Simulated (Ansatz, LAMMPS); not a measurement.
# Amorphous TiO2 at 3.34 g/cm^3 (84 atoms): geometry optimisation, part 2 of 4

How does amorphous TiO2 at 3.34 g/cm^3 (84 atoms) relax, and what do bonds, charges and levels look like afterwards?

Ansatz 0.2.0; Kohn-Sham DFT, PBE, PAW (set soft_2), plane waves.

The cell: 28 Ti and 56 O. The quench rate of 50 K/ps is many orders above laboratory rates. The network of bonds at the start is that of the classical potential that made the cell. Only the Γ point is sampled in the main run, in a cell whose shortest periodic width is 10 Å.

So far. Step 3 (Single point at the start): Neighbours are counted within 2.64 Å (O-Ti).

## (4) Relaxation

With the cell held, the atoms are moved downhill towards a nearby minimum.

input.yaml

```yaml
crystal:
  lattice:
    - [10.3626, 0.0, 0.0]
    - [0.0, 10.3626, 0.0]
    - [0.0, 0.0, 10.3626]
  atoms:
    [... the 84 atom lines of step 3 ...]
kpoints:
  mp_grid: { grid: [1, 1, 1] }
hamiltonian:
  xc: pbe
scf:
  occupations: { method: fermi_dirac, width: 0.025 }
output:
  forces: true
relax:
  f_tol: 0.04
  max_steps: 250
```

The run is started by

```
> ansatz run input.yaml --threads 4 --pin off --max-ram 8192MiB --backend cpu --events-out ev --progress --plain --runs-dir out
```

Numbers of over 12 decimals in the logs are rounded to 6 here.

What it wrote:

```text
[...]
Crystal: 84 atoms, lattice volume = 1112.772 Å³
Basis set: ecut = 420 eV, 21823 PW (Γ), exchange–correlation on 144×144×144 points (8 copies of the dense FFT grid, shifted against one another)
Bands: 420, of which v1, the nominal top of the filled ones, is band 336 counted from 1 (335 counted from 0)
Symmetry: 1 space group operations
[...]
k-points: 1
[...]
SCF iter   1: F=—  HF=-101871.881662 eV  |F-HF|=—  |Δ(HF+E_count)|=         —  Δρ=4.32e-3  dr2=1.99e-1  ethr=1.77e-3  ⟨swp⟩=4.0  Hψ=1535  notcnv=0  defer=42
[...]
SCF iter   7: F=-101871.871758 eV  HF=-101871.871757 eV  |F-HF|=1.11e-6  |Δ(HF+E_count)|=   3.01e-5  Δρ=4.75e-5  dr2=2.96e-5  ethr=5.95e-9  ⟨swp⟩=2.0  Hψ=1417  notcnv=0
SCF 1 converged in 7 iterations: F = -101871.871758 eV  dr2 = 2.96e-5
[...]
relax step   1: F+E_penalty+E_count = -101871.87175812 eV  Δ(F+E_penalty+E_count) = +0.000e0 eV  max|allowed force component| = 2.147e0 eV/Å  Δτ_max = 0.0000 Å  (7 SCF iters, dr2 threshold 4.00e-5 eV, accepted)
[...]
relax step   2: F+E_penalty+E_count = -101873.88377435 eV  Δ(F+E_penalty+E_count) = -2.012e0 eV  max|allowed force component| = 1.084e0 eV/Å  Δτ_max = 0.1216 Å  (7 SCF iters, dr2 threshold 1.00e-4 eV, accepted)
[...]
relax step   3: F+E_penalty+E_count = -101874.59255367 eV  Δ(F+E_penalty+E_count) = -7.088e-1 eV  max|allowed force component| = 4.342e-1 eV/Å  Δτ_max = 0.1190 Å  (7 SCF iters, dr2 threshold 7.34e-5 eV, accepted)
relax step   4: F+E_penalty+E_count = -101874.89985033 eV  Δ(F+E_penalty+E_count) = -3.073e-1 eV  max|allowed force component| = 2.304e-1 eV/Å  Δτ_max = 0.2000 Å  (8 SCF iters, dr2 threshold 3.02e-5 eV, accepted)
relax step   5: F+E_penalty+E_count = -101875.01148926 eV  Δ(F+E_penalty+E_count) = -1.116e-1 eV  max|allowed force component| = 3.508e-1 eV/Å  Δτ_max = 0.2000 Å  (9 SCF iters, dr2 threshold 8.52e-6 eV, accepted)
relax step   6: F+E_penalty+E_count = -101875.04778281 eV  Δ(F+E_penalty+E_count) = -3.629e-2 eV  max|allowed force component| = 1.202e-1 eV/Å  Δτ_max = 0.0398 Å  (7 SCF iters, dr2 threshold 3.46e-5 eV, accepted)
relax step   7: F+E_penalty+E_count = -101875.09103167 eV  Δ(F+E_penalty+E_count) = -4.325e-2 eV  max|allowed force component| = 2.704e-1 eV/Å  Δτ_max = 0.2000 Å  (10 SCF iters, dr2 threshold 1.70e-6 eV, accepted)
relax step   8: F+E_penalty+E_count = -101875.12038215 eV  Δ(F+E_penalty+E_count) = -2.935e-2 eV  max|allowed force component| = 1.528e-1 eV/Å  Δτ_max = 0.0462 Å  (7 SCF iters, dr2 threshold 8.60e-6 eV, accepted)
relax step   9: F+E_penalty+E_count = -101875.20825509 eV  Δ(F+E_penalty+E_count) = -8.787e-2 eV  max|allowed force component| = 1.905e-1 eV/Å  Δτ_max = 0.2000 Å  (9 SCF iters, dr2 threshold 7.45e-6 eV, accepted)
relax step  10: F+E_penalty+E_count = -101875.22928504 eV  Δ(F+E_penalty+E_count) = -2.103e-2 eV  max|allowed force component| = 4.649e-1 eV/Å  Δτ_max = 0.1908 Å  (9 SCF iters, dr2 threshold 1.16e-5 eV, accepted)
relax step  11: F+E_penalty+E_count = -101875.31731025 eV  Δ(F+E_penalty+E_count) = -8.803e-2 eV  max|allowed force component| = 3.706e-1 eV/Å  Δτ_max = 0.2000 Å  (7 SCF iters, dr2 threshold 1.00e-4 eV, accepted)
relax step  12: F+E_penalty+E_count = -101875.33480236 eV  Δ(F+E_penalty+E_count) = -1.749e-2 eV  max|allowed force component| = 2.184e-1 eV/Å  Δτ_max = 0.0715 Å  (6 SCF iters, dr2 threshold 8.73e-5 eV, accepted)
relax step  13: F+E_penalty+E_count = -101875.24748456 eV  Δ(F+E_penalty+E_count) = +8.732e-2 eV  max|allowed force component| = 3.200e-1 eV/Å  Δτ_max = 0.2000 Å  (8 SCF iters, dr2 threshold 1.66e-5 eV, rejected (line search))
relax step  14: F+E_penalty+E_count = -101875.34450662 eV  Δ(F+E_penalty+E_count) = -9.704e-3 eV  max|allowed force component| = 7.412e-2 eV/Å  Δτ_max = 0.0261 Å  (12 SCF iters, accepted)
relax step  15: F+E_penalty+E_count = -101875.34438858 eV  Δ(F+E_penalty+E_count) = +1.180e-4 eV  max|allowed force component| = 4.228e-2 eV/Å  Δτ_max = 0.0303 Å  (10 SCF iters, rejected (line search))
[...]
relax step  16: F+E_penalty+E_count = -101875.34636823 eV  Δ(F+E_penalty+E_count) = -1.862e-3 eV  max|allowed force component| = 2.971e-2 eV/Å  Δτ_max = 0.0106 Å  (9 SCF iters, accepted)
SCF converged after 9 iterations
Free energy (F): -101875.346368 eV
[...]
Internal energy: -101875.346368 eV  (E = F + TS)
E sigma→0 (E₀):  -101875.346368 eV
Fermi energy:    6.654191 eV
[...]
--- Forces (eV/Å), atoms counted from 1 ---
  atom   1  Ti     0.00762641    -0.01435709    -0.00400802
  atom   2  Ti    -0.00512433     0.00032302    -0.00190907
  atom   3  Ti    -0.00741572     0.00684284    -0.00029725
  atom   4  Ti    -0.00443351    -0.00053308    -0.01175346
  atom   5  Ti     0.01600036    -0.00371416    -0.00517033
  atom   6  Ti    -0.00343778     0.01157876    -0.01380028
  atom   7  Ti    -0.02353241     0.00439603     0.00017201
  atom   8  Ti     0.00352661    -0.02970863    -0.01698919
  atom   9  Ti    -0.00527374    -0.00043094     0.00615623
  atom  10  Ti    -0.00123786     0.01110924     0.01233921
  atom  11  Ti    -0.00518054     0.00860786    -0.00311850
  atom  12  Ti     0.01485846     0.00652538     0.00882053
  atom  13  Ti    -0.00729681     0.01320911     0.00208665
  atom  14  Ti    -0.00164835    -0.01988511    -0.00241717
[...]
atom  83  O      0.00410797     0.00217551     0.00534427
  atom  84  O      0.00801886     0.00131067     0.00442285
  max |Σ_I F_I| component: 1.41e-4 eV/Å
--- Relaxed structure (16 steps of the walk, 14 accepted, 0 SCFs on fresh bases) ---
  F+E_penalty+E_count = -101875.34636823 eV   max|allowed force component| = 2.971e-2 eV/Å
  atoms:
    - { symbol: Ti, position: [0.349587, 0.790869, 0.580572] }
    - { symbol: Ti, position: [0.786717, 0.051189, 0.142872] }
    - { symbol: Ti, position: [0.732117, 0.750515, 0.011292] }
    - { symbol: Ti, position: [0.026173, 0.880559, 0.495807] }
[...]
- { symbol: O, position: [0.306939, 0.097935, 0.389849] }
```

The job ended after 3.3 min (4 threads of Arm Neoverse V1, shared host; peak memory 1.5 GiB).

Step by step:

| step | energy less that of the first step (eV) | largest force component (eV/Å) |
| --- | --- | --- |
| 1 | 0.0000 | 2.1474 |
| 2 | -2.0120 | 1.0839 |
| 3 | -2.7208 | 0.4342 |
| 4 | -3.0281 | 0.2304 |
| 5 | -3.1397 | 0.3508 |
| 6 | -3.1760 | 0.1202 |
| 7 | -3.2193 | 0.2704 |
| 8 | -3.2486 | 0.1528 |
| 9 | -3.3365 | 0.1905 |
| 10 | -3.3575 | 0.4649 |
| 11 | -3.4456 | 0.3706 |
| 12 | -3.4630 | 0.2184 |
| 13 | -3.3757 | 0.3200 |
| 14 | -3.4727 | 0.0741 |
| 15 | -3.4726 | 0.0423 |
| 16 | -3.4746 | 0.0297 |

Relaxation steps 13, 15 were tried and not accepted.

The atoms that moved most (Å):

| atom | dx | dy | dz | length |
| --- | --- | --- | --- | --- |
| O56 | -0.657 | 0.268 | -0.329 | 0.783 |
| O42 | -0.201 | 0.543 | -0.465 | 0.743 |
| Ti26 | 0.167 | -0.490 | 0.410 | 0.661 |
| O60 | 0.272 | -0.244 | 0.435 | 0.568 |
| O77 | 0.014 | 0.425 | 0.259 | 0.497 |
| O38 | -0.413 | -0.031 | 0.244 | 0.481 |
| O55 | -0.066 | 0.176 | 0.418 | 0.459 |
| O34 | -0.274 | -0.203 | 0.287 | 0.446 |

The relaxation changed the energy by -41.4 meV/atom, and atoms moved by 0.28 Å r.m.s., 0.78 Å at most.

## (5) Distances and neighbours after relaxation

Bonds before and after, by the cutoffs listed below:

| pair | bonds before | bonds after | mean before (Å) | mean after (Å) | spread before (Å) | spread after (Å) |
| --- | --- | --- | --- | --- | --- | --- |
| O-Ti | 128 | 136 | 1.866 | 1.921 | 0.128 | 0.162 |

Density 3.34 g/cm³, 13.25 Å³ an atom.

g(r), total and by pair (bins of 0.1 Å):

| r (Å) | total | O-O | O-Ti | Ti-Ti |
| --- | --- | --- | --- | --- |
| 1.65 | 0.00 | 0.00 | 0.00 | 0.00 |
| 1.75 | 1.67 | 0.00 | 3.76 | 0.00 |
| 1.85 | 5.08 | 0.00 | 11.40 | 0.00 |
| 1.95 | 1.25 | 0.00 | 2.81 | 0.00 |
| 2.05 | 0.65 | 0.00 | 1.46 | 0.00 |
| 2.15 | 0.38 | 0.00 | 0.85 | 0.00 |
| 2.25 | 0.10 | 0.00 | 0.22 | 0.00 |
| 2.35 | 0.18 | 0.00 | 0.41 | 0.00 |
| 2.45 | 0.21 | 0.28 | 0.19 | 0.00 |
| 2.55 | 0.27 | 0.61 | 0.00 | 0.00 |
| 2.65 | 1.00 | 1.92 | 0.32 | 0.00 |
| 2.75 | 1.36 | 2.98 | 0.08 | 0.00 |
| 2.85 | 1.86 | 4.11 | 0.00 | 0.28 |
| 2.95 | 1.47 | 3.05 | 0.06 | 0.78 |
| 3.05 | 0.94 | 1.52 | 0.36 | 0.96 |
| 3.15 | 0.96 | 1.44 | 0.34 | 1.58 |
| 3.25 | 0.80 | 0.91 | 0.42 | 1.92 |
| 3.35 | 0.89 | 0.95 | 0.60 | 1.81 |
| 3.45 | 0.97 | 0.62 | 0.66 | 3.59 |
| 3.55 | 1.05 | 0.54 | 0.85 | 3.92 |
| 3.65 | 0.96 | 0.72 | 1.19 | 1.02 |
| 3.75 | 1.00 | 0.56 | 1.53 | 0.64 |
| 3.85 | 1.08 | 0.80 | 1.53 | 0.46 |
| 3.95 | 0.92 | 0.87 | 1.15 | 0.15 |
| 4.05 | 1.01 | 0.48 | 1.48 | 1.24 |
| 4.15 | 0.87 | 0.59 | 1.21 | 0.66 |
| 4.25 | 1.01 | 0.50 | 1.47 | 1.25 |
| 4.35 | 1.11 | 0.54 | 1.76 | 0.83 |
| 4.45 | 1.32 | 0.91 | 1.82 | 0.91 |
| 4.55 | 1.03 | 0.71 | 1.44 | 0.66 |
| 4.65 | 0.77 | 0.70 | 0.91 | 0.42 |
| 4.75 | 1.19 | 0.92 | 1.35 | 1.60 |
| 4.85 | 0.93 | 1.01 | 0.93 | 0.58 |
| 4.95 | 0.85 | 1.04 | 0.58 | 1.20 |
| 5.05 | 1.01 | 1.24 | 0.80 | 0.89 |
| 5.15 | 1.14 | 1.43 | 0.87 | 1.02 |

Bonds by pair of elements; cutoffs follow the first minimum of g(r), held within bounds set by covalent radii, and pairs that aren't listed don't count as bonded:

| pair A-B | cutoff (Å) | bonds | mean length (Å) | spread (Å) | shortest (Å) | B about A | A about B |
| --- | --- | --- | --- | --- | --- | --- | --- |
| O-Ti | 2.64 | 136 | 1.92 | 0.162 | 1.76 | 2.43 | 4.86 |

How many atoms have how many bonded neighbours:

| element | mean | 2 | 3 | 4 | 5 | 6 |
| --- | --- | --- | --- | --- | --- | --- |
| O | 2.43 | 33 | 22 | 1 | 0 | 0 |
| Ti | 4.86 | 0 | 0 | 8 | 16 | 4 |

Bond angles, per cent of each kind in bins of 5°:

| angle (°) | O-Ti-O | Ti-O-Ti |
| --- | --- | --- |
| 65–70 | 0.7 | 0.0 |
| 70–75 | 3.0 | 0.0 |
| 75–80 | 6.7 | 0.0 |
| 80–85 | 6.3 | 0.0 |
| 85–90 | 9.0 | 1.0 |
| 90–95 | 9.7 | 7.6 |
| 95–100 | 10.4 | 4.8 |
| 100–105 | 14.6 | 10.5 |
| 105–110 | 9.0 | 3.8 |
| 110–115 | 6.3 | 3.8 |
| 115–120 | 4.1 | 5.7 |
| 120–125 | 4.9 | 7.6 |
| 125–130 | 1.5 | 17.1 |
| 130–135 | 1.5 | 8.6 |
| 135–140 | 0.4 | 8.6 |
| 140–145 | 0.4 | 3.8 |
| 145–150 | 0.0 | 4.8 |
| 150–155 | 2.2 | 3.8 |
| 155–160 | 2.2 | 1.9 |
| 160–165 | 1.9 | 2.9 |
| 165–170 | 2.6 | 1.0 |
| 170–175 | 1.9 | 1.0 |
| 175–180 | 0.7 | 1.9 |

Bond angles (no mean is given where the spread exceeds 20°):

| angle | count | mean (°) | spread (°) |
| --- | --- | --- | --- |
| O-Ti-O | 268 | - | - |
| Ti-O-Ti | 105 | - | - |

Bond length by coordination (bonds to H left out):

| element | coordination | atoms | mean bond length (Å) |
| --- | --- | --- | --- |
| O | 2 | 33 | 1.82 |
| O | 3 | 22 | 2.00 |
| O | 4 | 1 | 2.13 |
| Ti | 4 | 8 | 1.83 |
| Ti | 5 | 16 | 1.93 |
| Ti | 6 | 4 | 2.01 |

Rings of the network by King's shortest-path rule, up to 12 atoms, one path for each pair of neighbours; H, halogens, alkali and alkaline-earth atoms are left out, and the last column divides by all other atoms, bonded or not:

| ring size (atoms) | rings | per network atom |
| --- | --- | --- |
| 4 | 14 | 0.167 |
| 6 | 19 | 0.226 |
| 8 | 46 | 0.548 |
| 10 | 58 | 0.69 |
| 12 | 9 | 0.107 |

For some of the pairs, g(r) has its first main peak near 2.8 Å (O-O) and 1.9 Å (O-Ti). Counting bonds as in the table, 59 % of O atoms have 2 and 57 % of Ti atoms have 5 bonded neighbours. Bonds at O atoms with 2 neighbours average 1.82 Å, against 2.00 Å at those with 3. Rings of 10 atoms are the most common (40 % of those counted); sizes run from 4 to 12, where the search stops.

(Continued in part 3 of 4.)

[Logs are printed without paths, hosts, clocks, repeated set-up lines and the standing remarks that a program may print on its own settings, such as how far it seeks lower states.]

[Hosts, paths, dates, database ids (printed as entryN), source tags and the programs' standing remarks are cut or masked in the printed files.]
